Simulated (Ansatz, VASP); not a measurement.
# GaP: VASP beside Ansatz

INCAR

```
PREC = Accurate
ENCUT = 520
EDIFF = 1E-6
ISMEAR = 0
SIGMA = 0.05
LREAL = F
LASPH = T
NELM = 80
ALGO = Normal
ISIF = 2
LWAVE = F
LCHARG = F
GGA = PE
NBANDS = 16
```

KPOINTS

```
Automatic mesh
0
Gamma
  8 8 8
```

File POSCAR:

```
GaP
1.0
    0.0000000000      2.7525368124      2.8901636530
    2.7525368124      0.0000000000      2.8901636530
    2.7525368124      2.7525368124      0.0000000000
Ga P
1 1
Direct
    0.0000000000      0.0000000000      0.0000000000
    0.7500000000      0.7500000000      0.7500000000
```

Input for Ansatz:

```yaml
crystal:
  lattice:
    - [0.0, 2.7525368124, 2.890163653]
    - [2.7525368124, 0.0, 2.890163653]
    - [2.7525368124, 2.7525368124, 0.0]
  atoms:
    - { symbol: Ga, position: [0.0, 0.0, 0.0] }
    - { symbol: P, position: [0.75, 0.75, 0.75] }
basis:
  ecutwfc: 420
kpoints:
  mp_grid: { grid: [8, 8, 8] }
hamiltonian:
  xc: pbe
scf:
  occupations: { method: gaussian, width: 0.05 }
output:
  forces: true
  stress: true
  eigenvalues: true
  write_density: true
  write_potential: true
  elf: true
  volumetric_format: npy
```

Change from the starting cell: strain +0.000 along x and y, +0.050 along z, atoms carried along.

Alike in both runs: task single point; functional PBE; k mesh 8 × 8 × 8; occupations gaussian, width 0.05 eV; no spin polarisation.

|  | VASP | Ansatz |
| --- | --- | --- |
| version | VASP 6.6.1 | Ansatz 0.2.0 |
| potentials or method | VASP PAW PBE potentials, release 64 (Ga_d, P) | scalar-relativistic, plane waves, PAW |
| plane-wave cutoff (eV) | 520 | 420 |
| valence electrons in the cell | 18 | 18 |

Ansatz gave:

* gap on the k mesh at the Fermi level (eV): 1.08
* least direct gap on the mesh (eV): 1.08
* pressure (GPa): -3.3
* largest component of the traceless stress (GPa): 2.52

Question: Which values does VASP return?

Answer: gap on the k mesh at the Fermi level (eV): 1.07; least direct gap on the mesh (eV): 1.07; pressure (GPa): -3.4; largest component of the traceless stress (GPa): 2.52.

A k mesh can miss the band edges.
